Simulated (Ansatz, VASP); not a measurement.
## One calculation of TiO2, two programs

```
Ti O
1.0
     4.59685    0.00000    0.00000
     0.00000    4.59685    0.00000
     0.00000    0.00000    3.07163
Ti O
2 4
Direct
  0.00000 0.00000 0.00000
  0.50000 0.50000 0.50000
  0.30573 0.30573 0.00000
  0.19427 0.80573 0.50000
  0.80573 0.19427 0.50000
  0.69427 0.69427 0.00000
```

Change from the starting cell: uniaxial_z strain +4.0%.

Alike in both runs: task single point; functional PBE; k mesh 6 × 6 × 8; occupations fermi-dirac, width 0.02 eV; no spin polarisation.

|  | VASP | Ansatz |
| --- | --- | --- |
| version | VASP 6.6.1 | Ansatz 0.2.0 |
| potentials or method | VASP PAW PBE potentials, release 64 (Ti_sv, O) | plane waves, PAW |
| plane-wave cutoff (eV) | 520 | 420 |
| valence electrons in the cell | 48 | 48 |

|  | VASP | Ansatz | Ansatz less VASP |
| --- | --- | --- | --- |
| gap on the k mesh at the Fermi level (eV) | 1.74 | 1.77 | +0.027 |
| pressure (GPa) | -4.2 | -4.9 | -0.72 |
| largest component of the traceless stress (GPa) | 7.55 | 7.72 | +0.163 |
| rms of the force components (eV/Å) | 0.023 | 0.017 | -0.0067 |

Atom by atom the forces differ by 0.007 eV/Å (rms over components).

A k mesh can miss the band edges.
